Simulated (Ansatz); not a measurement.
# Ni (P6_3/mmc) in Ansatz: further runs

The runs below take Ni through single point, equation of state, with PBEsol.

Everything below comes from runs of Ansatz 0.2.0. Logs are shortened: lines on timing, memory, paths and dates and some standing lists are left out, and cuts for length are marked.

## (1) The crystal as given

It takes space group P6_3/mmc (No. 194, hexagonal). Conventional cell: a = 2.448 Å, b = 2.448 Å, c = 4.073 Å, α = 90.00°, β = 90.00°, γ = 120.00°. Ni (site symmetry -6m2) is surrounded by 12 Ni at 2.45 to 2.48 Å.

This isn't the form of Ni at room conditions, which is fcc.

## (2) Single point, PBEsol, collinear spin, ferromagnetic start, 9.93 Å³/atom (volume scaled by 0.94)

Input file input.yaml:

```yaml
crystal:
  lattice:
    - [2.3980492245, 0.0, 0.0]
    - [-1.1990246123, 2.076771548, 0.0]
    - [0.0, 0.0, 3.989665719]
  atoms:
    - { symbol: Ni, position: [0.6666666667, 0.3333333333, 0.75], spin: 1.0 }
    - { symbol: Ni, position: [0.3333333333, 0.6666666667, 0.25], spin: 1.0 }
kpoints:
  mp_grid: { grid: [12, 12, 7] }
scf:
  occupations: { method: fermi_dirac, width: 0.05 }
hamiltonian:
  xc: pbesol
  pseudopotentials: { kind: all_electron, lapw: { basis_error: 0.001 } }
magnetization:
  spin_polarized: true
output:
  forces: true
  stress: true
  eigenvalues: true
```

Potentials or basis: all-electron LAPW, scalar-relativistic.

Launch:

```sh
$ ansatz run input.yaml --threads 2 --pin off --max-ram 6144MiB --backend cpu --events-out ev --progress --plain --runs-dir out
```

Output:

```text
Warning: RAYON_NUM_THREADS=2 ignored (pool sized by the plan → 2); use --threads N
LAPW: plane waves up to 9.426 Å⁻¹, error target 1.0e-3 eV per atom; small_component_spin mean_spin; Ni in spheres of 1.199 Å, 18 of its electrons in bands, Dirac shells [] (how accurate: hamiltonian.pseudopotentials.lapw.basis_error, Limitations)
Engine: ansatz 0.2.0, aarch64-unknown-linux-gnu
Pseudopotentials: kind: all_electron
Pseudopotential: Ni, LAPW, valence charge 18, lapw/all_electron/scalar/gaussian/Ni, Koelling and Harmon's equation, gaussian nucleus
Functional definition: PBEsol
  exchange = pbesol_x
  correlation = pbesol_c
Crystal: 2 atoms, lattice volume = 19.869 Å³
Basis set: ecut = 338.49730522540074 eV, 287 PW (Γ), exchange–correlation at level 2
Bands: 23, of which v1, the nominal top of the filled ones, is band 18 counted from 1 (17 counted from 0)
Symmetry: 24 space group operations
Space group: P63/mmc (ITA 194), of the structure as read, at distance tolerance 2.7e-5 Å
Magnetic group: BNS 194.263 (UNI 1493), of the structure as read, at distance tolerance 2.7e-5 Å
k-points: 76 of 1008
Non-local potential: Ni, projectors of the file, none
Initial density: superposition of atomic densities (chi_scale 0.1, normalization cell)
Starting moments: Σ|m| = 2 μB on 2 of 2 sites
Initial wavefunctions: plane waves of lowest kinetic energy (no species holds an atomic orbital)
Functional: x = pbesol(κ = 0.804, μ = 0.12345679012345678), c = pbesol(β = 0.046)
iter 1 solved again at ethr=2.21e-5 eV; its pass at ethr=1.00e-1 eV (dr2=7.97e-3 eV) is discarded
SCF iter   1: F=—  HF=-82696.145457 eV  |F-HF|=—  |Δ(HF+E_count)|=         —  Δρ=1.83e-2 (↑1.79e-2 ↓1.83e-2)  dr2=7.94e-3  dr2_m=5.70e-2  M=1.332 μB ∫|m|=1.407 μB  β_m=0.30  ethr=2.21e-5  ⟨swp⟩=3.5  Hψ=27480  notcnv=0
Mixer restart at iter 1: flushing history
preconditioner: auto → none  [metal: Δε(μ)=0.002 eV  Ē_g=10.949 eV  σ=0.050 eV  W_gap=0.01  n_scr=2 (ndim 8)  ℏωp=37.3 eV  f_vac=0.000  D(μ)=4.04/eV (n_scr^D=72)  sad-step TF]
SCF iter   2: F=—  HF=-82696.157315 eV  |F-HF|=—  |Δ(HF+E_count)|=   1.19e-2  Δρ=1.38e-2 (↑1.33e-2 ↓1.38e-2)  dr2=5.44e-3  dr2_m=3.19e-2  M=1.300 μB ∫|m|=1.391 μB  β_m=0.65  ethr=2.21e-5  ⟨swp⟩=2.0  Hψ=9843  notcnv=0
SCF iter   3: F=—  HF=-82696.183845 eV  |F-HF|=—  |Δ(HF+E_count)|=   2.65e-2  Δρ=2.42e-3 (↑1.49e-3 ↓2.42e-3)  dr2=1.06e-3  dr2_m=1.27e-4  M=1.249 μB ∫|m|=1.390 μB  β_m=0.46  ethr=1.51e-5  ⟨swp⟩=3.0  Hψ=11593  notcnv=0
iter 4 solved again at ethr=2.13e-7 eV; its pass at ethr=2.95e-6 eV (dr2=7.68e-5 eV) is discarded
SCF iter   4: F=—  HF=-82696.168904 eV  |F-HF|=—  |Δ(HF+E_count)|=   1.49e-2  Δρ=4.64e-4 (↑3.75e-4 ↓4.64e-4)  dr2=7.68e-5  dr2_m=9.41e-6  M=1.235 μB ∫|m|=1.377 μB  β_m=0.68  ethr=2.13e-7  ⟨swp⟩=2.0  Hψ=18215  notcnv=0
SCF iter   5: F=—  HF=-82696.168887 eV  |F-HF|=—  |Δ(HF+E_count)|=   1.69e-5  Δρ=1.72e-4 (↑1.20e-4 ↓1.72e-4)  dr2=6.77e-6  dr2_m=1.61e-6  M=1.237 μB ∫|m|=1.381 μB  β_m=0.84  ethr=2.13e-7  ⟨swp⟩=2.0  Hψ=9843  notcnv=0
SCF iter   6: F=—  HF=-82696.168908 eV  |F-HF|=—  |Δ(HF+E_count)|=   2.13e-5  Δρ=2.88e-5 (↑2.07e-5 ↓2.88e-5)  dr2=1.33e-8  dr2_m=1.07e-7  M=1.238 μB ∫|m|=1.383 μB  β_m=0.92  ethr=1.88e-8  ⟨swp⟩=2.7  Hψ=10124  notcnv=0
SCF iter   7: F=—  HF=-82696.168910 eV  |F-HF|=—  |Δ(HF+E_count)|=   1.54e-6  Δρ=2.52e-6 (↑2.52e-6 ↓1.67e-6)  dr2=8.11e-10  dr2_m=4.20e-10  M=1.238 μB ∫|m|=1.384 μB  β_m=0.95  ethr=3.70e-11  ⟨swp⟩=3.5  Hψ=11572  notcnv=0
SCF iter   8: F=-82696.168910 eV  HF=-82696.168910 eV  |F-HF|=5.82e-11  |Δ(HF+E_count)|=   3.38e-9  Δρ=4.79e-7 (↑3.18e-7 ↓4.79e-7)  dr2=8.56e-11  dr2_m=5.88e-12  M=1.238 μB ∫|m|=1.384 μB  ethr=2.25e-12  ⟨swp⟩=3.0  Hψ=10678  notcnv=0
SCF 1 converged in 8 iterations: F = -82696.168910 eV  dr2 = 8.56e-11
SCF converged after 8 iterations
Magnetization: 1.2383 μB (18.6192 up, 17.3808 down)
Absolute magnetization: 1.3844 μB (∫|ρ↑−ρ↓|)
Spin contamination: 0.0103 ħ² per cell (⟨S²⟩ above its minimum at these occupations)
Per-site moments (μB) at R_I (Å): [(0.641109735828044, 1.1990245943997098), (0.641109735828044, 1.1990245943997098)]
Free energy (F): -82696.168910 eV
Harris-Foulkes:  -82696.168910 eV  (|F-HF|=5.82e-11)
Internal energy: -82696.135670 eV  (E = F + TS)
E sigma→0 (E₀):  -82696.152290 eV
Entropy (-TS):   -0.033240 eV (-16.620 meV/atom)
Fermi energy:    20.321685 eV
--- Per-component energies (eV) ---
  E_band       = -496.417564
  E_kinetic    = 84015.817681
  E_xc         = -3392.118943
  E_electrostatic = -163319.834408  (all electrons and nuclei)
  E_smearing   = -0.033240  (= −TS)
  E_closure    = 0.000000  (closes the sum)
  E_atoms      = -82680.690889  (free atoms, spherical and without spin; not in F)
  Σ components = -82696.168910   (vs F -82696.168910, Δ=0.00e0)
  Basis errors (estimates in eV, not in F): energy 2.6e-4 per atom: plane waves 2.1e-4 (1.1e-4 summed), levels above the bands 6.5e-89, relativity 1.4e-8, radial functions 4.4e-5, core shells 6.3e-10; eigenvalues (radial functions only) 7.0e-7; not estimated: angular momenta, meshes, grids; target (lapw.basis_error) 1.0e-3; muffin-tin radii Ni 1.199 Å
--- Forces (eV/Å), atoms counted from 1 ---
  atom   1  Ni    -0.00000000    -0.00000000     0.00000000
  atom   2  Ni     0.00000000     0.00000000     0.00000000
  max |Σ_I F_I| component: 4.63e-18 eV/Å
--- Stress (GPa, compression-positive) ---
       13.772617       0.000000       0.000000
        0.000000      13.772617       0.000000
        0.000000       0.000000       9.038318
  P = ⅓ Tr σ = 12.1945 GPa (121.945 kbar)
--- Band table (eV; the first three rows and the last of 152) ---
  k-point 0 ↑: bands = ["-83.2046", "-83.1571", "-43.8256", "-43.6080", "-43.6080", "-43.5689", "-43.5689", "-43.5325", "10.4791", "14.8404", "17.5350", "17.7108", "17.7108", "18.0075", "18.0075", "18.5708", "18.5708", "19.4805", "19.6098", "19.6098", "26.2959", "43.6312", "46.0133"]
  k-point 1 ↑: bands = ["-83.2022", "-83.1594", "-43.8113", "-43.6060", "-43.6060", "-43.5708", "-43.5708", "-43.5471", "10.6871", "14.7409", "17.4841", "17.6778", "17.6778", "17.9615", "17.9615", "18.6721", "18.6721", "18.7985", "19.5926", "19.5926", "27.4505", "43.4020", "44.2984"]
  k-point 2 ↑: bands = ["-83.1956", "-83.1660", "-43.7710", "-43.6006", "-43.6006", "-43.5882", "-43.5763", "-43.5763", "11.2942", "14.2986", "17.3544", "17.6359", "17.6359", "17.7424", "17.8500", "17.8500", "18.9046", "18.9046", "19.5250", "19.5250", "30.0528", "40.4426", "43.8641"]
  k-point 75 ↓: bands = ["-82.3264", "-82.3264", "-43.0147", "-43.0147", "-42.9787", "-42.9597", "-42.8203", "-42.8203", "16.8448", "16.9041", "16.9041", "16.9424", "17.7343", "17.7343", "18.9927", "19.2338", "20.3762", "20.3762", "26.3939", "26.3939", "27.4435", "28.7631", "30.5127"]
```

Run time: 23 s. Hardware: 2 threads of Arm Neoverse V1, shared host; peak memory 0.52 GiB.

Results:

```
Free energy            : -82696.1689 eV
Pressure               : 12.2 GPa
Band gap on the k mesh : none (metal or under the smearing width)
Net moment             : 1.24 μB per cell
Absolute moment        : 1.38 μB per cell
Site moments           : Ni +0.64 μB
```

## (3) Single point, PBEsol, collinear spin, ferromagnetic start, 10.15 Å³/atom (volume scaled by 0.96)

Changes to input.yaml since step 2:

```diff
@@ -2,5 +2,5 @@
   lattice:
-    - [2.3980492245, 0.0, 0.0]
-    - [-1.1990246123, 2.076771548, 0.0]
-    - [0.0, 0.0, 3.989665719]
+    - [2.4149374515, 0.0, 0.0]
+    - [-1.2074687258, 2.0913971816, 0.0]
+    - [0.0, 0.0, 4.0177628822]
   atoms:
```

Potentials or basis: all-electron LAPW, scalar-relativistic.

Launch:

```sh
$ ansatz run input.yaml --threads 2 --pin off --max-ram 6144MiB --backend cpu --events-out ev --progress --plain --runs-dir out
```

It took 23 s on 2 threads of Arm Neoverse V1, shared host; peak memory 0.52 GiB.

The run converged. Its results:

| Property | Result |
| --- | --- |
| Free energy | -82696.1934 eV |
| Pressure | 6.5 GPa |
| Band gap on the k mesh | none (metal or under the smearing width) |
| Net moment | 1.26 μB per cell |
| Absolute moment | 1.41 μB per cell |
| Site moments | Ni +0.65 μB |

## (4) Single point, PBEsol, collinear spin, ferromagnetic start, 10.36 Å³/atom (volume scaled by 0.98)

Changes to input.yaml since step 3:

```diff
@@ -2,5 +2,5 @@
   lattice:
-    - [2.4149374515, 0.0, 0.0]
-    - [-1.2074687258, 2.0913971816, 0.0]
-    - [0.0, 0.0, 4.0177628822]
+    - [2.4315927189, 0.0, 0.0]
+    - [-1.2157963594, 2.1058210663, 0.0]
+    - [0.0, 0.0, 4.0454724674]
   atoms:
```

Launch:

```sh
$ ansatz run input.yaml --threads 2 --pin off --max-ram 6144MiB --backend cpu --events-out ev --progress --plain --runs-dir out
```

Wall time 23 s (2 threads of Arm Neoverse V1, shared host); peak memory 0.51 GiB.

Results (log left out):

| Quantity | Value |
| --- | --- |
| Free energy | -82696.2038 eV |
| Pressure | 1.5 GPa |
| Band gap on the k mesh | none (metal or under the smearing width) |
| Net moment | 1.28 μB per cell |
| Absolute moment | 1.44 μB per cell |
| Site moments | Ni +0.67 μB |

## (5) Single point, PBEsol, collinear spin, ferromagnetic start, 10.57 Å³/atom

Changes to input.yaml since step 4:

```diff
@@ -2,5 +2,5 @@
   lattice:
-    - [2.4315927189, 0.0, 0.0]
-    - [-1.2157963594, 2.1058210663, 0.0]
-    - [0.0, 0.0, 4.0454724674]
+    - [2.4480228978, 0.0, 0.0]
+    - [-1.2240114489, 2.1200500186, 0.0]
+    - [0.0, 0.0, 4.07280757]
   atoms:
```

Launch:

```sh
$ ansatz run input.yaml --threads 2 --pin off --max-ram 6144MiB --backend cpu --events-out ev --progress --plain --runs-dir out
```

Wall time 25 s (2 threads of Arm Neoverse V1, shared host); peak memory 0.52 GiB.

The run converged. Its results:

```
Free energy            : -82696.2016 eV
Pressure               : -3.0 GPa
Band gap on the k mesh : none (metal or under the smearing width)
Net moment             : 1.30 μB per cell
Absolute moment        : 1.46 μB per cell
Site moments           : Ni +0.68 μB
```

## (6) Single point, PBEsol, collinear spin, ferromagnetic start, 10.78 Å³/atom (volume scaled by 1.02)

Changes to input.yaml since step 5:

```diff
@@ -2,5 +2,5 @@
   lattice:
-    - [2.4480228978, 0.0, 0.0]
-    - [-1.2240114489, 2.1200500186, 0.0]
-    - [0.0, 0.0, 4.07280757]
+    - [2.4642354424, 0.0, 0.0]
+    - [-1.2321177212, 2.1340904941, 0.0]
+    - [0.0, 0.0, 4.0997805916]
   atoms:
```

Potentials or basis: all-electron LAPW, scalar-relativistic.

Launch:

```sh
$ ansatz run input.yaml --threads 2 --pin off --max-ram 6144MiB --backend cpu --events-out ev --progress --plain --runs-dir out
```

Wall time 25 s (2 threads of Arm Neoverse V1, shared host); peak memory 0.52 GiB.

The run converged. Its results:

| Quantity | Value |
| --- | --- |
| Free energy | -82696.1882 eV |
| Pressure | -7.0 GPa |
| Band gap on the k mesh | none (metal or under the smearing width) |
| Net moment | 1.32 μB per cell |
| Absolute moment | 1.49 μB per cell |
| Site moments | Ni +0.69 μB |

## (7) Single point, PBEsol, collinear spin, ferromagnetic start, 10.99 Å³/atom (volume scaled by 1.04)

Changes to input.yaml since step 6:

```diff
@@ -2,5 +2,5 @@
   lattice:
-    - [2.4642354424, 0.0, 0.0]
-    - [-1.2321177212, 2.1340904941, 0.0]
-    - [0.0, 0.0, 4.0997805916]
+    - [2.4802374197, 0.0, 0.0]
+    - [-1.2401187098, 2.1479486129, 0.0]
+    - [0.0, 0.0, 4.1264032895]
   atoms:
```

Launch:

```sh
$ ansatz run input.yaml --threads 2 --pin off --max-ram 6144MiB --backend cpu --events-out ev --progress --plain --runs-dir out
```

It took 25 s on 2 threads of Arm Neoverse V1, shared host; peak memory 0.52 GiB.

It converged, with:

```yaml
Free_energy: -82696.1648 eV
Pressure: -10.6 GPa
Band_gap_on_the_k_mesh: none (metal or under the smearing width)
Net_moment: 1.34 μB per cell
Absolute_moment: 1.51 μB per cell
Site_moments: Ni +0.69 μB
```

## (8) Single point, PBEsol, collinear spin, ferromagnetic start, 11.20 Å³/atom (volume scaled by 1.06)

Changes to input.yaml since step 7:

```diff
@@ -2,5 +2,5 @@
   lattice:
-    - [2.4802374197, 0.0, 0.0]
-    - [-1.2401187098, 2.1479486129, 0.0]
-    - [0.0, 0.0, 4.1264032895]
+    - [2.4960355362, 0.0, 0.0]
+    - [-1.2480177681, 2.1616301831, 0.0]
+    - [0.0, 0.0, 4.1526868216]
   atoms:
```

Launch:

```sh
$ ansatz run input.yaml --threads 2 --pin off --max-ram 6144MiB --backend cpu --events-out ev --progress --plain --runs-dir out
```

It took 22 s on 2 threads of Arm Neoverse V1, shared host; peak memory 0.51 GiB.

Results (log left out):

| Property | Result |
| --- | --- |
| Free energy | -82696.1327 eV |
| Pressure | -13.7 GPa |
| Band gap on the k mesh | none (metal or under the smearing width) |
| Net moment | 1.35 μB per cell |
| Absolute moment | 1.52 μB per cell |
| Site moments | Ni +0.70 μB |

## (9) Equation of state, PBEsol, collinear spin, ferromagnetic start

Potentials or basis: all-electron LAPW, scalar-relativistic.

No new run: the results of the series are fitted here.

Results:

| Quantity | Value |
| --- | --- |
| Equilibrium volume | 10.42 Å³/atom |
| Bulk modulus at fixed shape and positions | 226 GPa |
| Pressure derivative of the bulk modulus | 4.8 |

Energy against volume, from the lowest point:
```
volume (Å³/atom)  energy (meV/atom)
           9.935              17.44
          10.146               5.18
          10.357               0.00
          10.569               1.11
          10.780               7.81
          10.992              19.48
          11.203              35.57
```

Caveat: the cell was scaled at fixed shape and fractional positions, which overstates the stiffness of a crystal with free parameters, most of all of layers and chains.
